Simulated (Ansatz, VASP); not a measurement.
# One calculation of Ru, two programs

The input INCAR:

```
SYSTEM = Ru
ALGO = Normal ; EDIFF = 1E-6
ENCUT = 520 ; GGA = PE
ISIF = 2 ; ISMEAR = -1
LASPH = .TRUE. ; LCHARG = .TRUE.
LELF = .TRUE. ; LREAL = .FALSE.
LVHAR = .TRUE. ; LWAVE = .FALSE.
NBANDS = 13 ; NELM = 60
PREC = Accurate ; SIGMA = 0.1
```

KPOINTS

```
k-points
0
G
  15 15 15
  0 0 0
```

Contents of POSCAR:

```
Ru
1.0
    2.4254235690      0.0000000000      0.0000000000
    0.0000000000      2.4254235690      0.0000000000
    0.0000000000      0.0000000000      2.4254235690
Ru
1
Direct
    0.0000000000      0.0000000000      0.0000000000
```

Input for Ansatz:

```yaml
crystal:
  lattice:
    - [2.425423569, 0.0, 0.0]
    - [0.0, 2.425423569, 0.0]
    - [0.0, 0.0, 2.425423569]
  atoms:
    - { symbol: Ru, position: [0.0, 0.0, 0.0] }
kpoints:
  mp_grid: { grid: [15, 15, 15] }
scf:
  occupations: { method: fermi_dirac, width: 0.1 }
hamiltonian:
  xc: pbe
  pseudopotentials: { kind: all_electron, lapw: { basis_error: 0.001 } }
output:
  forces: true
  stress: true
  eigenvalues: true
  populations: true
```

Change from the starting cell: volume scaled by 0.9, LAPW.

Alike in both runs: task single point; functional PBE; k mesh 15 × 15 × 15; occupations fermi-dirac, width 0.1 eV; no spin polarisation.

```csv
,VASP,Ansatz
version,VASP 6.6.1,Ansatz 0.2.0
potentials or method,"VASP PAW PBE potentials, release 64 (Ru_pv)","all-electron LAPW, scalar-relativistic"
plane-wave cutoff (eV),520,see its input
```

VASP gave:

| Quantity | Value |
| --- | --- |
| pressure (GPa) | 30.0 |

Task: What did Ansatz give for the same quantities?

Result: Pressure (GPa): 29.6.

Ansatz ran all-electron here, so the differences hold the error of VASP's frozen core and of both bases.

Caveats: so large a pressure means that the cell lies far from this level's equilibrium, or that cutoff or potentials fall short (VASP).
